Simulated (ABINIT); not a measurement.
Runs of ABINIT 10.8.3 (patched build) on MgS (Niningerite). Symmetry: Fm-3m, No. 225, cubic system. Conventional cell: a = 5.203 Å, b = 5.203 Å, c = 5.203 Å, α = 90.00°, β = 90.00°, γ = 90.00°. S (site symmetry m-3m) has 6 Mg at 2.60 Å as nearest neighbours. Mg (site symmetry m-3m) is surrounded by 6 S at 2.60 Å. 

```csv
task,level,potentials or basis,k mesh,cutoff (eV),smearing,most SCF steps,fine-grid cutoff,thinning of the exchange mesh (fockdownsampling),dielectric constant that sets the share,gap on the mesh (eV),pressure (GPa),V0 of scaled cells (Å³/atom),B0 (GPa)
single point,PBE0,SPMS NC PBE v1.0,6 × 6 × 6,707,fixed,60,-,-,-,4.52,-0.5,-,-
equation of state,PBEsol,PseudoDojo NC SR PBEsol v0.4.1 standard,9 × 9 × 9,1143,fermi-dirac 0.05 eV,-,-,-,-,-,-,17.41,78
band structure,TB-mBJ,JTH PAW LDA v2.0,9 × 9 × 9,653,fermi-dirac 0.05 eV,-,1251.72 eV,-,-,4.09,-,-,-
single point,PBE-EpsX,SPMS NC PBE v1.0,6 × 6 × 6,707,fixed,60,-,2 × 2 × 2,5.45794,4.11,-,-,-
equation of state,PBEsol,JTH PAW PBE v2.0,9 × 9 × 9,544,fermi-dirac 0.05 eV,-,1088.46 eV,-,-,-,-,17.42,78
band structure,LDA,JTH PAW LDA v2.0,9 × 9 × 9,544,fermi-dirac 0.05 eV,-,1088.46 eV,-,-,(a),-3.3,-,-
equation of state,PBE,JTH PAW PBE v2.0,9 × 9 × 9,544,fermi-dirac 0.05 eV,-,1088.46 eV,-,-,-,-,(b),74
band structure,r2SCAN,JTH PAW PBE v2.0,9 × 9 × 9,653,fermi-dirac 0.05 eV,-,1251.72 eV,-,-,3.61,-,-,-
equation of state,WC,JTH PAW PBE v2.0,9 × 9 × 9,653,fermi-dirac 0.05 eV,-,1251.72 eV,-,-,-,-,17.45,78
equation of state,PW91,JTH PAW PBE v2.0,9 × 9 × 9,653,fermi-dirac 0.05 eV,-,1251.72 eV,-,-,-,-,17.89,74
single point,PBE,SPMS NC PBE v1.0,6 × 6 × 6,707,fixed,-,-,-,-,2.78,0.9,-,-
equation of state,r2SCAN,JTH PAW PBE v2.0,6 × 6 × 6,653,fermi-dirac 0.05 eV,-,1251.72 eV,-,-,-,-,17.65,80
```

Alike in all rows: no spin polarisation; cell as given.

Task: Fill in the values left out.

Result: (a) 2.70; (b) 17.90.

Caveats: pressures at fixed basis lie under the slope of the energies (some runs); the PAW data sets were made with another functional, which shifts forces and pressure a little (some runs); the mesh misses the band edges, which the band path finds closer together (some runs); the potentials were made for another functional, which shifts forces and pressure (some runs); the constant c of TB-mBJ comes from the pseudo density here, which moves gaps by up to 0.3 eV between sets of potentials (some runs); exact exchange is summed on a coarse mesh, which widens gaps by tenths of an eV (some runs).

Not every run made on this cell is shown here.
